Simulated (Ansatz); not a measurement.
I need a dielectric-dependent hybrid calculation of BN, space group Fmm2. Use the Ansatz DFT code, driven from Python. Level of theory (first run): PBEsol, PAW, cutoff 490 eV, 6×6×6 k-points, fixed occupations.

Input file `bn.cif`:
```cif
data_BN
_cell_length_a 4.112078
_cell_length_b 2.501706
_cell_length_c 3.712656
_cell_angle_alpha 80.28963
_cell_angle_beta 36.84582
_cell_angle_gamma 62.86455
_symmetry_space_group_name_H-M 'P 1'
_symmetry_Int_Tables_number 1
loop_
_symmetry_equiv_pos_as_xyz
'x, y, z'
loop_
_atom_site_label
_atom_site_type_symbol
_atom_site_fract_x
_atom_site_fract_y
_atom_site_fract_z
B1 B    0.000049    0.000049    0.999951
N2 N    0.666651    0.666651    0.333349
```

`ddh_bn.py`:
```python
import ansatz as az
from ase.io import read
import numpy as np


def count_gap(report):
    # lowest empty less highest filled band, counting bands; zero where they overlap
    return max(report.get('gap_by_band_count_ev') or 0.0, 0.0)

atoms = read('bn.cif')
structure = az.Crystal.from_ase(atoms)

model = structure.calculation().basis(18 * az.Ha).kpoints(6, 6, 6).occupations('fixed').band_table()
semilocal = model.functional('pbesol').run(threads=1, pin='off').report
hybrid = model.functional(exchange='pbesol', correlation='pbesol', exact_fraction='inverse_dielectric').run(threads=1, pin='off').report
alpha = hybrid['hybrid']['exact_exchange_fraction']
print(f'fraction of exact exchange {alpha:.4f}, so eps_inf = {1 / alpha:.2f}')
print(f'gap by band count: {count_gap(semilocal):.3f} eV semilocal, {count_gap(hybrid):.3f} eV hybrid')
```

`python ddh_bn.py` gives:
```text
fraction of exact exchange 0.2544, so eps_inf = 3.93
gap by band count: 3.747 eV semilocal, 5.754 eV hybrid
```

The fraction is 0.2544, one over a mean dielectric constant (a third of the trace) of 3.93. It opens the gap from 3.747 to 5.754 eV, by 2.01 eV.

Notes:
- Energy and stress may still move on a finer k-point mesh.
- Averages over directions belong to no single polarisation, least of all in layered crystals.
- This cell is a computed structure, which may not be the phase found in nature.
- Levels are Kohn-Sham eigenvalues on this mesh.
- The gaps are those of a coarse mesh; the run finds the dielectric constant of the semilocal functional on meshes of its own.
- By the engine's processor time: 30 s on 1 thread of Intel(R) Xeon(R) Processor @ 2.30GHz, with other jobs on the host, peak memory 1.1 GiB.
